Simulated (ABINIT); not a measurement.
# Nb (Fm-3m) in ABINIT: convergence with cutoff

Aim: find how far cutoff must go before the results for Nb settle, at RPBE. This setting moves, with any that are tied to it; all else stays.

All numbers are computed with ABINIT 10.8.3 (patched build); they aren't measurements. Logs are shortened: lines on timing, memory, paths and dates and some standing lists are left out, and cuts for length are marked. The log counts tension as positive stress, the text compression.

## 1. Starting point

Symmetry: Fm-3m, No. 225, cubic system. Conventional cell: a = 4.230 Å, b = 4.230 Å, c = 4.230 Å, α = 90.00°, β = 90.00°, γ = 90.00°. Around Nb (site symmetry m-3m) lie 12 Nb at 2.99 Å.

This isn't the form of Nb at room conditions, which is bcc.

## 2. With cutoff 12 Ha

Contents of run.abi:

```
# Pseudopotentials
pp_dirpath "./"
pseudos "41_Nb_13_1.5_1.7_pbe_n_v1.0.psp8"

# Structure
acell 3*1.0
rprim
     0.0000000000     3.9967707536     3.9967707536
     3.9967707536     0.0000000000     3.9967707536
     3.9967707536     3.9967707536     0.0000000000
ntypat 1
znucl 41
natom 1
typat 1
xcart
     0.0000000000     0.0000000000     0.0000000000 Angstrom

# Plane-wave basis
ecut 12.0

# k points
kptopt 1
ngkpt 11 11 11
nshiftk 1
shiftk 0.0 0.0 0.0

# Exchange and correlation
ixc 15

# Bands and occupations
nband 11
occopt 4
tsmear 0.05 eV

# SCF cycle
nstep 100
tolvrs 1.0e-10

# Output
iomode 3
prtwf 0
prtden 0
prteig 0
prtebands 0
enunit 2
```

Potentials or basis: SPMS NC PBE v1.0.

The run is started by

```sh
> abinit run.abi > log 2>&1
```

run.abo:

```text
.Version 10.8.3 of ABINIT
 Symmetries : space group Fm -3 m (#225); Bravais cF (face-center cubic)
================================================================================
 Values of the parameters that define the memory need of the present run
     intxc =       0    ionmov =       0      iscf =       7    lmnmax =       6
     lnmax =       6     mgfft =      18  mpssoang =       3    mqgrid =    3001
     natom =       1  nloc_mem =       1    nspden =       1   nspinor =       1
    nsppol =       1      nsym =      48    n1xccc =    2501    ntypat =       1
    occopt =       4   xclevel =       2
       mpw =         268          nfft =        5832          nkpt =          56
================================================================================
================================================================================

--------------------------------------------------------------------------------
------------- Echo of variables that govern the present computation ------------
--------------------------------------------------------------------------------
 -outvars: echo values of preprocessed input variables --------
            acell      1.0000000000E+00  1.0000000000E+00  1.0000000000E+00 Bohr
              amu      9.29063800E+01
             ecut      1.20000000E+01 Hartree
           enunit           2
                       outvar_i_n : Printing only first  50 k-points.
              ixc          15
                       outvar_i_n : Printing only first  50 k-points.
         kptrlatt       11    0    0      0   11    0      0    0   11
          kptrlen      6.21751615E+01
            natom           1
            nband          11
            ngfft          18      18      18
             nkpt          56
            nstep         100
             nsym          48
           ntypat           1
                       prtocc : prtvol=0, do not print more k-points.
           occopt           4
           prtden           0
        prtebands           0
           prteig           0
            prtwf           0
[... 126 lines left out ...]
 Eigenvalues (hartree) for nkpt=  56  k points:
 kpt#   1, nband= 11, wtk=  0.00075, kpt=  0.0000  0.0000  0.0000 (reduced coord)
  -1.52284   -0.64758   -0.64758   -0.64758    0.26232    0.48625    0.48625    0.48625
   0.58622    0.58622    0.91797
      occupation numbers for kpt#   1
   2.00000    2.00000    2.00000    2.00000    2.00000    0.00526    0.00526    0.00526
   0.00000    0.00000    0.00000
 prteigrs : prtvol=0 or 1, do not print more k-points.

 Fermi (or HOMO) energy (eV) =  13.14320   Average Vxc (eV)= -12.52395
 Eigenvalues (   eV  ) for nkpt=  56  k points:
 kpt#   1, nband= 11, wtk=  0.00075, kpt=  0.0000  0.0000  0.0000 (reduced coord)
 -41.43864  -17.62143  -17.62143  -17.62143    7.13820   13.23152   13.23152   13.23152
  15.95197   15.95197   24.97929
 prteigrs : prtvol=0 or 1, do not print more k-points.

--- !EnergyTerms
iteration_state     : {dtset: 1, }
comment             : Components of total free energy in Hartree
kinetic             :  1.75318706442505E+01
hartree             :  7.74996775504329E+00
xc                  : -1.31937066463323E+01
Ewald energy        : -4.84667334139264E+01
psp_core            :  2.08030006523322E+00
local_psp           : -3.44193958123086E+01
non_local_psp       :  6.27219001724473E+00
internal            : -6.24455073907956E+01
'-kT*entropy'       :  1.66348944635609E-05
total_energy        : -6.24454907559011E+01
total_energy_eV     : -1.69922836827866E+03
band_energy         : -4.96899840748628E+00
...

 Cartesian components of stress tensor (hartree/bohr^3)
  sigma(1 1)=  2.49843908E-03  sigma(3 2)=  0.00000000E+00
  sigma(2 2)=  2.49843908E-03  sigma(3 1)=  0.00000000E+00
  sigma(3 3)=  2.49843908E-03  sigma(2 1)=  0.00000000E+00

-Cartesian components of stress tensor (GPa)         [Pressure= -7.3507E+01 GPa]
- sigma(1 1)=  7.35066157E+01  sigma(3 2)=  0.00000000E+00
- sigma(2 2)=  7.35066157E+01  sigma(3 1)=  0.00000000E+00
- sigma(3 3)=  7.35066157E+01  sigma(2 1)=  0.00000000E+00

== END DATASET(S) ==============================================================
================================================================================

 -outvars: echo values of variables after computation  --------
            acell      1.0000000000E+00  1.0000000000E+00  1.0000000000E+00 Bohr
           etotal     -6.2445490756E+01
            fcart     -0.0000000000E+00 -0.0000000000E+00 -0.0000000000E+00
            rprim      0.0000000000E+00  3.9967707536E+00  3.9967707536E+00
                       3.9967707536E+00  0.0000000000E+00  3.9967707536E+00
                       3.9967707536E+00  3.9967707536E+00  0.0000000000E+00
           strten      2.4984390846E-03  2.4984390846E-03  2.4984390846E-03
                       0.0000000000E+00  0.0000000000E+00  0.0000000000E+00
 Calculation completed.
```

Run time: 3.3 s. Hardware: 1 thread of Arm Neoverse V1, shared host; peak memory 0.06 GiB.

Results:

- Free energy: -1699.2284 eV
- Band gap on the k mesh: none (metal or under the smearing width)
- Valence electrons inside the program's atomic spheres: Nb 9.36 (radii [1.0584] Å)

## 3. With cutoff 15 Ha

Changes to run.abi since step 2:

```diff
@@ -18,3 +18,3 @@
 # Plane-wave basis
-ecut 12.0
+ecut 15.0
```

Potentials or basis: SPMS NC PBE v1.0.

The run is started by

```sh
> abinit run.abi > log 2>&1
```

Run time: 4.1 s. Hardware: 1 thread of Arm Neoverse V1, shared host; peak memory 0.06 GiB.

Results (log left out):

- Free energy: -1701.4207 eV
- Band gap on the k mesh: none (metal or under the smearing width)
- Valence electrons inside the program's atomic spheres: Nb 9.43 (radii [1.0584] Å)

## 4. With cutoff 18 Ha

Changes to run.abi since step 3:

```diff
@@ -18,3 +18,3 @@
 # Plane-wave basis
-ecut 15.0
+ecut 18.0
```

The run is started by

```sh
> abinit run.abi > log 2>&1
```

Run time: 6.6 s. Hardware: 1 thread of Arm Neoverse V1, shared host; peak memory 0.06 GiB.

It converged, with:

```
Free energy                                           : -1702.3206 eV
Band gap on the k mesh                                : none (metal or under the smearing width)
Valence electrons inside the program's atomic spheres : Nb 9.38 (radii [1.0584] Å)
```

## 5. With cutoff 21 Ha

Changes to run.abi since step 4:

```diff
@@ -18,3 +18,3 @@
 # Plane-wave basis
-ecut 18.0
+ecut 21.0
```

The run is started by

```sh
> abinit run.abi > log 2>&1
```

Wall time 7.2 s (1 thread of Arm Neoverse V1, shared host); peak memory 0.06 GiB.

Results (log left out):

* Free energy: -1702.6339 eV
* Band gap on the k mesh: none (metal or under the smearing width)
* Valence electrons inside the program's atomic spheres: Nb 9.38 (radii [1.0584] Å)

## 6. With cutoff 25.5 Ha

Changes to run.abi since step 5:

```diff
@@ -18,3 +18,3 @@
 # Plane-wave basis
-ecut 21.0
+ecut 25.5
```

Potentials or basis: SPMS NC PBE v1.0.

The run is started by

```sh
> abinit run.abi > log 2>&1
```

Run time: 10 s. Hardware: 1 thread of Arm Neoverse V1, shared host; peak memory 0.06 GiB.

The run converged. Its results:

```yaml
Free_energy: -1702.7422 eV
Pressure: 0.1 GPa
Band_gap_on_the_k_mesh: none (metal or under the smearing width)
Valence_electrons_inside_the_program's_atomic_spheres: Nb 9.44 (radii [1.0584] Å)
```

## 7. With cutoff 30 Ha

Changes to run.abi since step 6:

```diff
@@ -18,3 +18,3 @@
 # Plane-wave basis
-ecut 25.5
+ecut 30.0
```

The run is started by

```sh
> abinit run.abi > log 2>&1
```

Run time: 14 s. Hardware: 1 thread of Arm Neoverse V1, shared host; peak memory 0.07 GiB.

Results (log left out):

```yaml
Free_energy: -1702.7518 eV
Pressure: 1.0 GPa
Band_gap_on_the_k_mesh: none (metal or under the smearing width)
Valence_electrons_inside_the_program's_atomic_spheres: Nb 9.38 (radii [1.0584] Å)
```

## 8. With cutoff 34.5 Ha

Changes to run.abi since step 7:

```diff
@@ -18,3 +18,3 @@
 # Plane-wave basis
-ecut 30.0
+ecut 34.5
```

The run is started by

```sh
> abinit run.abi > log 2>&1
```

Run time: 15 s. Hardware: 1 thread of Arm Neoverse V1, shared host; peak memory 0.07 GiB.

Results (log left out):

```yaml
Free_energy: -1702.7520 eV
Pressure: 1.0 GPa
Band_gap_on_the_k_mesh: none (metal or under the smearing width)
Valence_electrons_inside_the_program's_atomic_spheres: Nb 9.38 (radii [1.0584] Å)
```

## 9. With cutoff 40.5 Ha

Changes to run.abi since step 8:

```diff
@@ -18,3 +18,3 @@
 # Plane-wave basis
-ecut 34.5
+ecut 40.5
```

Potentials or basis: SPMS NC PBE v1.0.

The run is started by

```sh
> abinit run.abi > log 2>&1
```

Run time: 23 s. Hardware: 1 thread of Arm Neoverse V1, shared host; peak memory 0.07 GiB.

It converged, with:

- Free energy: -1702.7522 eV
- Pressure: 1.0 GPa
- Band gap on the k mesh: none (metal or under the smearing width)
- Valence electrons inside the program's atomic spheres: Nb 9.40 (radii [1.0584] Å)

## 10. With cutoff 48 Ha

Changes to run.abi since step 9:

```diff
@@ -18,3 +18,3 @@
 # Plane-wave basis
-ecut 40.5
+ecut 48.0
```

The run is started by

```sh
> abinit run.abi > log 2>&1
```

Run time: 26 s. Hardware: 1 thread of Arm Neoverse V1, shared host; peak memory 0.08 GiB.

It converged, with:

```yaml
Free_energy: -1702.7522 eV
Pressure: 1.0 GPa
Band_gap_on_the_k_mesh: none (metal or under the smearing width)
Valence_electrons_inside_the_program's_atomic_spheres: Nb 9.40 (radii [1.0584] Å)
```

## 11. The series at a glance

```
 cutoff  energy less the tightest run (meV/atom)  SCF cycles  CPU time (s)  peak memory (GiB)
  12 Ha                                  3523.88           7           3.3               0.06
  15 Ha                                  1331.59           7           4.1               0.06
  18 Ha                                   431.66           7           6.6               0.06
  21 Ha                                   118.39           7           7.2               0.06
25.5 Ha                                    10.01           7            10               0.06
  30 Ha                                     0.45           7            14               0.07
34.5 Ha                                     0.20           7            15               0.07
40.5 Ha                                     0.05           7            23               0.07
  48 Ha                                     0.00           7            26               0.08
```

Against the tightest run, the energy stays within 1 meV/atom from 30 Ha on. The tightest run that finished is the yardstick and may itself not be fully converged.

Caveats: the potentials were made for another functional, which shifts forces and pressure.
